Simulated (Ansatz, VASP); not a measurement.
**KCl: VASP beside Ansatz**

INCAR

```
PREC = Accurate
ENCUT = 520
EDIFF = 1E-6
ISMEAR = 0
SIGMA = 0.02
LREAL = F
LASPH = T
NELM = 100
ALGO = Normal
ISIF = 2
LWAVE = F
LCHARG = F
NBANDS = 15
```

File KPOINTS:

```
regular mesh
0
Gamma
  6 6 6
```

File POSCAR:

```
KCl
1.0
    0.0000000000      3.5341000000      3.5341000000
    3.5341000000      0.0000000000      3.5341000000
    3.5341000000      3.5341000000      0.0000000000
K Cl
1 1
Direct
    0.0000000000      0.0000000000      0.0000000000
    0.2500000000      0.2500000000      0.2500000000
```

Input for Ansatz:

```yaml
crystal:
  lattice:
    - [0.0, 3.5341, 3.5341]
    - [3.5341, 0.0, 3.5341]
    - [3.5341, 3.5341, 0.0]
  atoms:
    - { symbol: K, position: [0.0, 0.0, 0.0] }
    - { symbol: Cl, position: [0.25, 0.25, 0.25] }
basis:
  ecutwfc: 420
kpoints:
  mp_grid: { grid: [6, 6, 6] }
hamiltonian:
  xc: lda
scf:
  occupations: { method: gaussian, width: 0.02 }
output:
  forces: true
  stress: true
  eigenvalues: true
```

Alike in both runs: task single point; functional LDA; k mesh 6 × 6 × 6; occupations gaussian, width 0.02 eV; no spin polarisation.

|  | VASP | Ansatz |
| --- | --- | --- |
| version | VASP 6.6.1 | Ansatz 0.2.0 |
| potentials or method | VASP PAW LDA potentials, release 64 (K_sv, Cl) | scalar-relativistic, plane waves, PAW |
| plane-wave cutoff (eV) | 520 | 420 |
| valence electrons in the cell | 16 | 16 |

|  | VASP | Ansatz | Ansatz less VASP |
| --- | --- | --- | --- |
| gap on the k mesh at the Fermi level (eV) | 4.43 | 4.43 | -0.004 |
| least direct gap on the mesh (eV) | 4.47 | 4.46 | -0.004 |
| pressure (GPa) | -1.4 | -1.4 | -0.02 |

A k mesh can miss the band edges. As with any semilocal functional, this LDA gap is likely too small.
